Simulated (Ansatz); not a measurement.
KH9O5 — K-39 NMR of the central transition

Cell: a computed structure from the Materials Project (it need not be an observed phase), atoms as given.

```cif
data_KH9O5
_symmetry_space_group_name_H-M 'P2_1/c'
_symmetry_Int_Tables_number 14
_cell_length_a 7.1575
_cell_length_b 11.2938
_cell_length_c 7.1721
_cell_angle_alpha 90.000
_cell_angle_beta 99.182
_cell_angle_gamma 90.000
loop_
_atom_site_label
_atom_site_type_symbol
_atom_site_symmetry_multiplicity
_atom_site_Wyckoff_symbol
_atom_site_fract_x
_atom_site_fract_y
_atom_site_fract_z
K K 4 e 0.5684 0.8391 0.6502
H5 H 4 e 0.0341 0.9071 0.3788
H9 H 4 e 0.0927 0.9077 0.6033
H13 H 4 e 0.9219 0.7563 0.9879
H17 H 4 e 0.8626 0.8800 0.0725
H19 H 4 e 0.2379 0.9006 0.8963
H21 H 4 e 0.3367 0.0547 0.7586
H25 H 4 e 0.5430 0.1009 0.8378
H29 H 4 e 0.9833 0.5346 0.3408
H33 H 4 e 0.2375 0.7325 0.4665
O41 O 4 e 0.0930 0.8557 0.4883
O45 O 4 e 0.8195 0.8169 0.9765
O49 O 4 e 0.4603 0.0718 0.7216
O53 O 4 e 0.3235 0.8360 0.9581
O57 O 4 e 0.0842 0.0012 0.7824
```

One atom of each set is listed.

Level of theory: DFT, r2SCAN, plane waves and PAW, scalar-relativistic, 500 eV cutoff, Γ-centred 3×2×3 k-points, Fermi–Dirac smearing 0.02 eV (Ansatz 0.2.0).

K-39 has I = 3/2 and Q = 60.30 mb (Pyykkö 2018); at 16.4 T its Larmor frequency is ν₀ = 32.6 MHz. Only the quadrupole interaction is simulated: positions count from each site's isotropic chemical shift, and shift anisotropy, dipolar and J coupling are left out.

(1) Simulate the second-order pattern (static powder, Gaussian broadening 3 kHz) of site K (8 O at 2.73–3.42 Å).

Answers

(1) The calculation gives C_Q = 3.29 MHz and η = 0.47, so ν_Q = 1.64 MHz and the centre of gravity lies at -273 ppm (-8.90 kHz).

```
offset (kHz)  height
      -44.44       0
      -42.21       6
      -39.98      29
      -37.75      43
      -35.53      46
      -33.30      48
      -31.07      50
      -28.85      53
      -26.62      56
      -24.39      60
      -22.17      64
      -19.94      71
      -17.71      82
      -15.48     100
      -13.26      98
      -11.03      83
       -8.80      75
       -6.58      72
       -4.35      70
       -2.12      70
        0.10      68
        2.33      61
        4.56      62
        6.78      72
        9.01      95
       11.24      95
       13.47      60
       15.69      47
       17.92      41
       20.15      27
       22.37       5
       24.60       0
```

The largest force is 0.6 eV/Å, so the atoms aren't at the calculated equilibrium and relaxing them would move these values.
